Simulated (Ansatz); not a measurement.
**Two states of Mo**

```yaml
crystal:
  lattice:
    - [7.26596, 0.00000, 0.00000]
    - [0.00000, 7.49735, 0.00000]
    - [0.00000, 0.00000, 3.82498]
  atoms:
    - { symbol: Mo, position: [0.25000, 0.03200, 0.06200] }
    - { symbol: Mo, position: [0.25000, 0.53200, 0.93800] }
    - { symbol: Mo, position: [0.75000, 0.96800, 0.93800] }
    - { symbol: Mo, position: [0.75000, 0.46800, 0.06200] }
```

Method: PBE; PAW, plane waves to 420 eV, 4×3×6 Γ-centred mesh, fermi-dirac occupations (width 0.1 eV) (Ansatz 0.2.0), atoms fixed.

State A: Mo1 up, Mo2 down, Mo3 down, Mo4 up (collinear spin). State B: Mo1 up, Mo2 up, Mo3 down, Mo4 down (collinear spin).

Q: Compare the two self-consistent states.

A: State A is lower by 173.4 meV an atom at zero smearing; in free energy at this smearing B lies +169.2 meV an atom from A.

```tsv
state	free energy (meV/atom)	largest moment in a small sphere (μB)	net moment (μB/cell)	gap on mesh (eV)	pressure (GPa)	largest force (eV/Å)
A	0.0	4.25	0.00	metal	-7.8	0.09
B	169.2	4.28	0.00	metal	-7.0	0.10
```

Origin: a known structure type with other elements, at an estimated volume, so it need not be a known compound.
